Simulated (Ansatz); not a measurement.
**AlCo: one atom moved along a line**

Computed with DFT PBEsol, scalar-relativistic, plane waves, PAW (Ansatz). The runs took a 420 eV cutoff, a Γ-centred 16×16×16 mesh and Gaussian smearing (0.15 eV). No spin polarisation. A magnetic state may lie lower. Energies are free energies at this smearing, counted from the undisturbed cell; pressure is positive in compression.

The undisturbed cell (relaxed at this level; it needn't be the usual structure):

```yaml
crystal:
  lattice:
    - [-2.82259, 2.82259, 2.82259]
    - [2.82259, -2.82259, 2.82259]
    - [2.82259, 2.82259, -2.82259]
  atoms:
    - { symbol: Al, position: [0.00000, 0.50000, 0.50000] }
    - { symbol: Al, position: [0.50000, 0.00000, 0.50000] }
    - { symbol: Al, position: [0.50000, 0.50000, 0.00000] }
    - { symbol: Al, position: [0.00000, 0.00000, 0.00000] }
    - { symbol: Co, position: [0.50000, 0.50000, 0.50000] }
    - { symbol: Co, position: [0.00000, 0.00000, 0.50000] }
    - { symbol: Co, position: [0.00000, 0.50000, 0.00000] }
    - { symbol: Co, position: [0.50000, 0.00000, 0.00000] }
```

Atom 1 (Al) is moved by x along the Cartesian unit vector (0.577, -0.577, -0.577); the cell and all other atoms stay fixed. The cell is metallic on the mesh throughout.

| x (Å) | ΔE (meV/cell) | force along x on the moved atoms (eV/Å) | pressure (GPa) |
| --- | --- | --- | --- |
| -0.1000 | 52.5 | 1.06 | 0.3 |
| -0.0600 | 18.8 | 0.63 | 0.1 |
| 0.0000 | 0.0 | 0.00 | 0.0 |
| 0.0800 | 33.5 | -0.84 | 0.2 |